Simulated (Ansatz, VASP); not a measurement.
Two plane-wave programs on BaZrO3

INCAR

```
PREC = Accurate ; ENCUT = 520
EDIFF = 1E-6 ; ISMEAR = 0
SIGMA = 0.05 ; LREAL = False
LASPH = True ; NELM = 80
ALGO = Normal ; ISIF = 2
LWAVE = False ; LCHARG = False
GGA = PE ; NBANDS = 28
```

Contents of KPOINTS:

```
regular mesh
0
Gamma
  6 6 6
```

Contents of POSCAR:

```
BaZrO3
1.0
    4.1815000000      0.0000000000      0.0000000000
    0.0000000000      4.1815000000      0.0000000000
    0.0000000000      0.0000000000      4.1815000000
Ba Zr O
1 1 3
Direct
    0.5126827714      0.4873172286      0.5000000000
    0.0000000000      0.0000000000      0.0000000000
    0.5000000000      0.0000000000      0.0000000000
    0.0000000000      0.5000000000      0.0000000000
    0.0000000000      0.0000000000      0.5000000000
```

Input for Ansatz:

```yaml
crystal:
  lattice:
    - [4.1815, 0.0, 0.0]
    - [0.0, 4.1815, 0.0]
    - [0.0, 0.0, 4.1815]
  atoms:
    - { symbol: Ba, position: [0.5126827714, 0.4873172286, 0.5] }
    - { symbol: Zr, position: [0.0, 0.0, 0.0] }
    - { symbol: O, position: [0.5, 0.0, 0.0] }
    - { symbol: O, position: [0.0, 0.5, 0.0] }
    - { symbol: O, position: [0.0, 0.0, 0.5] }
basis:
  ecutwfc: 420
kpoints:
  mp_grid: { grid: [6, 6, 6] }
hamiltonian:
  xc: pbe
scf:
  occupations: { method: gaussian, width: 0.05 }
output:
  forces: true
  stress: true
  eigenvalues: true
```

Change from the starting cell: all Ba atoms moved +0.075 Å, as atom 1 along Cartesian [1 -1 0].

Alike in both runs: task single point; functional PBE; k mesh 6 × 6 × 6; occupations gaussian, width 0.05 eV; no spin polarisation.

```csv
,VASP,Ansatz
version,VASP 6.6.1,Ansatz 0.2.0
potentials or method,"VASP PAW PBE potentials, release 64 (Ba_sv, Zr_sv, O)","scalar-relativistic, plane waves, PAW"
plane-wave cutoff (eV),520,420
valence electrons in the cell,40,40
```

VASP gave:

```
gap on the k mesh at the Fermi level (eV)       : 3.20
least direct gap on the mesh (eV)               : 3.42
pressure (GPa)                                  : 6.4
largest component of the traceless stress (GPa) : 0.12
rms of the force components (eV/Å)              : 0.108
```

Problem. What did Ansatz give for the same quantities?

Solution. gap on the k mesh at the Fermi level (eV): 3.25; least direct gap on the mesh (eV): 3.44; pressure (GPa): 5.4; largest component of the traceless stress (GPa): 0.11; rms of the force components (eV/Å): 0.101.

Atom by atom the forces differ by 0.011 eV/Å (rms over components).

Caveats: spin-orbit coupling is left out, which moves the levels of the heavy elements. A k mesh can miss the band edges.
